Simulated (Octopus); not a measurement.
**AgBr under changes of volume**

One of the cells (23.644 Å³/atom); the others are scaled copies at fixed shape and fractional positions:

```xyz
2
Lattice="0.0000 2.8702 2.8702 2.8702 0.0000 2.8702 2.8702 2.8702 0.0000" Properties=species:S:1:pos:R:3 pbc="T T T"
Ag    0.0000    0.0000    0.0000
Br    2.8702    2.8702    2.8702
```

```yaml
Program: Octopus 16.4
Functional: PBE
Potentials_or_basis: pseudodojo_pbe (PseudoDojo 0.5, PBE)
Grid_spacing: 0.131 Å
k_mesh: 8 × 8 × 8
Occupations: fermi-dirac, width 0.05 eV
Spin: no spin polarisation
```

```tsv
volume (Å³/atom)	energy over the lowest point (meV/atom)	gap on the mesh (eV)
22.225	41.98	0.67
22.698	?	?
23.171	22.41	0.67
23.644	13.23	0.67
24.116	6.70	0.68
24.589	1.89	0.68
25.062	0.00	0.69
```

Question: What does the run at 22.698 Å³/atom give?

Answer: Energy over the lowest point 31.80 meV/atom; gap on the mesh 0.67 eV.

Worked out: A Birch-Murnaghan fit of order 3 (a polynomial in V^(-2/3)) to the other rows has its minimum at 25.11 Å³/atom, just outside them, with B0 = V·E''(V) = 57 GPa (rough, since the energies scatter). It gives 32.05 meV/atom at 22.698 Å³/atom, against the run's 31.80. A straight line through the other rows of the gap, of slope 0.163 eV per unit of ln V, gives 0.67 eV, against the run's 0.67.

Energies are extrapolated to zero smearing.

A mesh can miss the band edges. Spin-orbit coupling on Ag, Br is left out.
